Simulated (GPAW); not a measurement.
A run of GPAW 26.7.0:

Contents of run.py:

```python
import numpy as np
from ase.dft.bandgap import bandgap
from ase.io import write
from ase.spacegroup import crystal
from ase.units import GPa
from gpaw import GPAW, PW
from gpaw.spinorbit import soc_eigenstates

# As 4c
# B 4a
atoms = crystal(['As', 'B'],
                basis=[[0.25, 0.25, 0.25],
                       [0.0, 0.0, 0.0]],
                spacegroup=216, setting=1,  # F-43m
                cellpar=[4.777, 4.777, 4.777, 90.0, 90.0, 90.0],
                primitive_cell=True)

calc = GPAW(mode=PW(800),
            xc='revPBE',
            kpts={'size': (8, 8, 8), 'gamma': True},
            occupations={'name': 'fermi-dirac', 'width': 0.05},
            nbands=11,
            convergence={'density': 1e-05, 'energy': 1e-05},
            maxiter=150,
            txt='gpaw.txt')
atoms.calc = calc
energy = atoms.get_potential_energy()
forces = atoms.get_forces()
stress = atoms.get_stress()
calc.write('gs.gpw')
write('result.traj', atoms)
print(f'Energy: {energy:.6f} eV')
print('Forces (eV/A):')
print(forces.round(4))
print('Stress (GPa):', (stress / GPa).round(3))
print('Fermi level:', round(calc.get_fermi_level(), 4), 'eV')
print(f'Gap: {bandgap(calc)[0]:.4f} eV, direct: {bandgap(calc, direct=True)[0]:.4f} eV')

path = atoms.cell.bandpath('GXWKGLUWLK,UX', npoints=60, eps=1e-4)
bs_calc = calc.fixed_density(kpts=path, symmetry='off', nbands=19,
                             convergence={'bands': 'CBM+6.0', 'eigenstates': 1e-6}, txt='bands.txt')
bs = bs_calc.band_structure()
bs.write('bs.json')
print(f'Gap on the path: {bandgap(bs_calc)[0]:.4f} eV')

soc = soc_eigenstates(bs_calc, theta=54.7, phi=45)
np.savetxt('soc_bands.dat', soc.eigenvalues(), fmt='%.4f')
mesh = soc_eigenstates('gs.gpw', theta=54.7, phi=45)
np.savetxt('soc_mesh.dat', mesh.eigenvalues(), fmt='%.4f')
print('Fermi level with spin-orbit coupling:', round(mesh.fermi_level, 4), 'eV')
```

Potentials or basis: the program's PAW data sets (release 1.2.1) made for this functional, pw.

Run with:

```console
$ OMP_NUM_THREADS=1 python run.py
```

Hardware: 1 thread of AMD EPYC 9R45 96-Core Processor (Zen 5) (shared host).

Problem. Estimate the wall time of this run.

Solution. Wall time 9.2 s on 1 thread of AMD EPYC 9R45 96-Core Processor (Zen 5) (shared host), peak memory 0.23 GiB. Counts: scf iterations 13, plane waves 1424, bands 11, k points 29.
